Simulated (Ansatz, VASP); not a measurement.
## One calculation of Hf, two programs

Contents of INCAR:

```
ALGO = Normal ; EDIFF = 1E-8
ENCUT = 520 ; GGA = PS
ISIF = 2 ; ISMEAR = -1
LASPH = T ; LCHARG = F
LEFG = T ; LREAL = F
LWAVE = F ; NBANDS = 11
NELM = 60 ; PREC = Accurate
SIGMA = 0.08
```

KPOINTS

```
k-points
0
Gamma
  16 16 16
```

POSCAR

```
Hf
1.0
   -1.8050000000      1.8050000000      1.8050000000
    1.8050000000     -1.8050000000      1.8050000000
    1.8050000000      1.8050000000     -1.8050000000
Hf
1
Direct
    0.0000000000      0.0000000000      0.0000000000
```

Input for Ansatz:

```yaml
crystal:
  lattice:
    - [-1.805, 1.805, 1.805]
    - [1.805, -1.805, 1.805]
    - [1.805, 1.805, -1.805]
  atoms:
    - { symbol: Hf, position: [0.0, 0.0, 0.0] }
kpoints:
  mp_grid: { grid: [16, 16, 16] }
  band_path:
    path:
      - [0.0, 0.0, 0.0]
      - [0.5, -0.5, 0.5]
      - [0.0, 0.0, 0.5]
      - [0.0, 0.0, 0.0]
      - [0.25, 0.25, 0.25]
      - [0.5, -0.5, 0.5]
      - [0.25, 0.25, 0.25]
      - [0.0, 0.0, 0.5]
    npoints: 5
scf:
  occupations: { method: fermi_dirac, width: 0.08 }
hamiltonian:
  xc: pbesol
  pseudopotentials: { kind: paw }
output:
  forces: true
  stress: true
  eigenvalues: true
  efg: { contact_densities: true }
  write_density: true
  write_potential: true
  elf: true
  volumetric_format: npy
```

Alike in both runs: task electric field gradients; functional PBEsol; k mesh 16 × 16 × 16; occupations fermi-dirac, width 0.08 eV; no spin polarisation.

|  | VASP | Ansatz |
| --- | --- | --- |
| version | VASP 6.6.1 | Ansatz 0.2.0 |
| potentials or method | VASP PAW PBE potentials, release 64 (Hf_pv) | PAW with Ansatz's default frozen-core files, scalar-relativistic |
| plane-wave cutoff (eV) | 520 | 420 |
| valence electrons in the cell | 10 | 26 |

|  | VASP | Ansatz | Ansatz less VASP |
| --- | --- | --- | --- |
| pressure (GPa) | -9.2 | -8.9 | +0.31 |
| Vzz of the field gradient on the site that differs most (V/Å²) | 0.0 | 0.0 | 0.00 |

With one functional, cell and mesh, what is left measures potentials, basis and numerics. The two sets of potentials don't hold the same shells in valence. Ansatz warned: «gradients_without_spin_orbit».

Caveats: the PAW data sets were made with another functional, which shifts forces and pressure a little (VASP). The runs have no spin-orbit coupling, so splittings on Hf are missing.
